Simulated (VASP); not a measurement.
Write the native input for VASP 6.6.1 that does the following.

```yaml
Task: single point
Functional: PBEsol
Potentials_or_basis: VASP PAW PBE potentials, release 64 (C, N, H)
Cutoff: 520 eV
k_mesh: 1 × 1 × 1
Occupations: fermi-dirac, width 0.02 eV
Spin: no spin polarisation
Dipole_correction: no
Further_INCAR_settings: LREAL = Auto; ALGO = Normal; EDIFF = 1e-06; NBANDS = 72
```

The structure of H3C2N lies in POSCAR:

```
H3C2N
1.0
    8.7876200000      0.0000000000      0.0000000000
    0.0000000000      8.7876200000      0.0000000000
    0.0000000000      0.0000000000      8.7876200000
C N H
12 6 18
Direct
    1.1457027045      0.3595967964      0.4961753012
    0.9823592736      0.4446027480      0.7479044383
    0.4680334380      0.0466224074      0.5030144681
    0.3427890601      0.1449197849      0.3478643819
    0.6617946611      0.8717377401      0.9401294093
    0.5020699575      0.8868271500      0.8392488524
    0.2987043136      0.7185790919      0.9386614351
    0.1293979485      0.8004670206      1.0177841099
    0.9470140948      0.7546867070      0.4763064402
    0.8909693410      0.8792710654      0.5529938709
    0.5884642258      0.4446824055      0.8651603051
    0.5272872518      0.2428985323      0.6727873986
    0.9173018405      0.4234593667      0.8585942496
    0.4299002460      0.1972206354      0.2192857679
    0.3426183654      0.8775641186      0.8202903630
    0.0157949479      0.8363470428      1.0888727551
    0.8645799431      1.0261367697      0.5953261520
    0.3650362669      0.3098449865      0.6317751564
    0.8575473223      0.5386327584      0.5239643954
    1.3270373548      0.2380849422      0.4021225315
    1.2703439612      0.3742537797      0.7969393306
    0.5241919883      0.1073555752      0.4832252646
    0.7035124414      0.3019247532      0.6626139956
    0.5080897900     -0.0547702336      0.5300525057
    0.6778968594      1.0621874865      1.2707422488
    0.6613622346      1.0005439471      0.9574606094
    0.5008295762      0.8133032607      0.9641746002
    0.2734756396      0.6773392568      0.8468163166
    0.3323880641      0.8239204699      1.0855726579
    0.3402058805      0.1622509849      1.1874660033
    0.9656084355      0.9192591396      0.4161081157
    1.0065410202      0.6921555552      0.5610279006
    0.9201012333      0.6853277679      0.3921425824
    0.5638955713      0.3488771704      1.1037118128
    0.9178025449      0.4591117959      1.0073034565
    0.3056003787      0.6774302940      1.0343642533
```

The cell was built by a generator and needn't be a form met in nature.

One way to write it, as run:

INCAR

```
SYSTEM = H3C2N
PREC = Accurate ; ENCUT = 520
EDIFF = 1E-6 ; ISMEAR = -1
SIGMA = 0.02 ; LREAL = Auto
LASPH = .TRUE. ; NELM = 100
ALGO = Normal ; ISIF = 2
LWAVE = .FALSE. ; LCHARG = .FALSE.
GGA = PS ; NBANDS = 72
```

KPOINTS

```
Automatic mesh
0
G
  1 1 1
  0 0 0
```

Potentials or basis: VASP PAW PBE potentials, release 64 (C, N, H).

Launch:

```console
$ cat potpaw_PBE.64/C/POTCAR potpaw_PBE.64/N/POTCAR potpaw_PBE.64/H/POTCAR > POTCAR
$ mpirun -np 1 vasp_gam > vasp.out
```

It gave:

```
Pressure               : -2.2 GPa
Largest force          : 35.582 eV/Å
Band gap on the k mesh : 0.05 eV, direct
```

Caveat: the standard files for N, O and F lose accuracy on very short bonds; the PAW data sets were made with another functional, which shifts forces and pressure a little.

Run time: 87 s on 1 thread of Intel(R) Xeon(R) 6975P-C (Granite Rapids) (shared host), peak memory 0.69 GiB.
